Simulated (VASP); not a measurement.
The system is Ta.

```
Ta
1.0
     3.04845    0.00000    0.00000
    -1.52422    2.64003    0.00000
     0.00000    0.00000    9.83185
Ta
4
Direct
  0.00000 0.00000 0.00000
  0.00000 0.00000 0.50000
  0.33333 0.66667 0.75000
  0.66667 0.33333 0.25000
```

The cell was built by a generator and needn't be a form met in nature.

| Quantity | Value |
| --- | --- |
| Program | VASP 6.6.1 |
| Task | relaxation of cell and atoms |
| Functional | PBE |
| Potentials or basis | VASP PAW PBE potentials, release 64 (Ta_pv) |
| Cutoff | 600 eV |
| k mesh | 6 × 6 × 2 |
| Occupations | gaussian, width 0.1 eV |
| Spin | no spin polarisation |

At the start: pressure -8.7 GPa; volume 19.78 Å³/atom.

How do energy, volume and symmetry change on relaxing?

Over 8 steps the energy falls by 38.6 meV/atom and the volume is 18.76 Å³/atom (-5.2 %); space group P6_3/mmc (No. 194, to 0.05 Å).

The path:
| step | energy change (eV) | largest force (eV/Å) | pressure (GPa) | volume (Å³) |
| --- | --- | --- | --- | --- |
| 1 | 0.0000 | 0.0000 | -8.66 | 79.13 |
| 2 | 0.3869 | 0.0000 | 24.98 | 67.48 |
| 3 | -0.1297 | 0.0000 | 0.33 | 75.03 |
| 4 | -0.1299 | 0.0000 | 0.69 | 74.89 |
| 5 | -0.1540 | 0.0000 | 0.51 | 74.82 |
| 6 | -0.1541 | 0.0000 | 0.51 | 74.82 |
| 7 | -0.1534 | 0.0000 | -0.93 | 75.38 |
| 8 | -0.1544 | 0.0000 | 0.02 | 75.02 |

Final structure:
```xyz
4
Lattice="2.9555 0.0000 0.0000 -1.4777 2.5595 0.0000 0.0000 0.0000 9.9176" Properties=species:S:1:pos:R:3 pbc="T T T"
Ta    0.0000    0.0000    0.0000
Ta    0.0000    0.0000    4.9588
Ta    0.0000    1.7063    7.4382
Ta    1.4777    0.8532    2.4794
```

Caveat: the k mesh is coarse (spacing up to 0.40 Å⁻¹), so the values aren't converged.
